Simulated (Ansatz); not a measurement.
Input and command of a calculation in Ansatz (plane waves; scalar-relativistic PAW potentials unless the input names others):

```yaml
crystal:
  lattice:
    - [2.8471204527, 0.0, 0.0]
    - [-1.4235602264, 2.4656786397, 0.0]
    - [0.0, 0.0, 4.4740702955]
  atoms:
    - { symbol: Os, position: [0.3333333333, 0.6666666667, 0.25] }
    - { symbol: Os, position: [0.6666666667, 0.3333333333, 0.75] }
kpoints:
  mp_grid: { grid: [18, 18, 10] }
hamiltonian:
  xc: pbe
scf:
  occupations: { method: cold, width: 0.001 }
  lower_state_search: standard
output:
  forces: true
  eigenvalues: true
  stress: true
accuracy: low
```

```bash
ansatz run input.yaml --threads 1 --pin off --max-ram 2560MiB --backend cpu --events-out ev --progress --plain --runs-dir out
```

Abridged log:
```
Pseudopotentials: kind: paw
Pseudopotential: Os, paw, valence charge 16, recommended cutoff 420 eV (normal)
Functional definition: PBE
Crystal: 2 atoms, lattice volume = 31.408 Å³
Basis set: ecut = 420 eV, 615 PW (Γ), exchange–correlation on 40×40×60 points (8 copies of the dense FFT grid, shifted against one another)
Bands: 20, of which v1, the nominal top of the filled ones, is band 16 counted from 1 (15 counted from 0)
Symmetry: 24 space group operations
Space group: P63/mmc (ITA 194), of the structure as read, at distance tolerance 3.2e-5 Å
k-points: 222 of 3240
Initial density: superposition of atomic densities (neutral atoms: chi_scale 0, normalization atom), corrected by the library's trained network
Initial wavefunctions: pseudopotential atomic-orbital guess
Functional: x = pbe(κ = 0.804, μ = 0.21951497), c = pbe(β = 0.06672455)
SCF iter   1: F=—  HF=-22768.792603 eV  |F-HF|=—  |Δ(HF+E_count)|=         —  Δρ=9.15e-3  dr2=1.20e-2  ethr=1.77e-3  ⟨swp⟩=5.1  Hψ=17648  notcnv=0
SCF iter   2: F=—  HF=-22768.795121 eV  |F-HF|=—  |Δ(HF+E_count)|=   2.52e-3  S|Δr|=    0.00e0  Δρ=4.18e-3  dr2=1.36e-3  ethr=3.76e-5  ⟨swp⟩=2.1  Hψ=8386  notcnv=0  defer=72
SCF iter   3: F=—  HF=-22768.796642 eV  |F-HF|=—  |Δ(HF+E_count)|=   1.52e-3  S|Δr|=    0.00e0  Δρ=1.19e-3  dr2=1.07e-4  ethr=4.25e-6  ⟨swp⟩=2.3  Hψ=6834  notcnv=0  defer=72
SCF iter   4: F=—  HF=-22768.796785 eV  |F-HF|=—  |Δ(HF+E_count)|=   1.43e-4  S|Δr|=    0.00e0  Δρ=4.54e-5  dr2=2.22e-7  ethr=3.35e-7  ⟨swp⟩=2.0  Hψ=6960  notcnv=0  defer=72
SCF iter   5: F=—  HF=-22768.796793 eV  |F-HF|=—  |Δ(HF+E_count)|=   7.69e-6  S|Δr|=    0.00e0  Δρ=5.57e-6  dr2=4.41e-9  ethr=3.13e-10  ⟨swp⟩=5.0  Hψ=15130  notcnv=0
SCF iter   6: F=-22768.796793 eV  HF=-22768.796793 eV  |F-HF|=0.00e0  |Δ(HF+E_count)|=   1.03e-9  S|Δr|=    0.00e0  Δρ=9.34e-7  dr2=8.38e-11  ethr=1.38e-11  ⟨swp⟩=1.6  Hψ=12474  notcnv=0
SCF 1 converged in 6 iterations: F = -22768.796793 eV  dr2 = 8.38e-11
SCF converged after 6 iterations
Stability not checked: this state was not tested for a lower state beside it, because cold or Methfessel-Paxton smearing, or corrected tetrahedra, fill the levels in a way that the test cannot read (fill_not_monotonic; see scf.lower_state_search)
Free energy (F): -22768.796793 eV
Harris-Foulkes:  -22768.796793 eV  (|F-HF|=0.00e0)
Internal energy: -22768.796790 eV  (E = F + TS)
E sigma→0 (E₀):  -22768.796792 eV
Entropy (-TS):   -0.000003 eV (-0.001 meV/atom)
Fermi energy:    22.597608 eV
--- Forces (eV/Å), atoms counted from 1 ---
  atom   1  Os     0.00000000     0.00000000     0.00000000
  atom   2  Os     0.00000000     0.00000000     0.00000000
--- Stress (GPa, compression-positive) ---
      -30.181022       0.000000       0.000000
        0.000000     -30.181022       0.000000
        0.000000       0.000000     -29.730582
  P = ⅓ Tr σ = -30.0309 GPa (-300.309 kbar)
```

Apart from outputs, empty bands and the relaxation, which only the reference makes, the input differs from a reference run on usual settings in scf.occupations.method: "gaussian" → "cold"; scf.occupations.width: 0.1 → 0.001; scf.lower_state_search: not typed → "standard"; accuracy: not typed → "low"; basis.ecutwfc: 420 → not typed. The reference, at the same geometry, ended its own course with pressure -30.01 GPa, largest force 0.000 eV/Å, no gap on the mesh. This run converged in 6 SCF iterations with an energy at zero smearing 0.14 meV/atom above the reference's, pressure -30.03 GPa, largest force 0.000 eV/Å, no gap on the mesh. Its k mesh, for so narrow a smearing in a metal, and accuracy level are looser than usual, yet energy, pressure and forces hardly moved.

It took 3.9 s on 1 thread of Intel(R) Xeon(R) Platinum 8488C (Sapphire Rapids), with other jobs on the host, peak memory 0.51 GiB.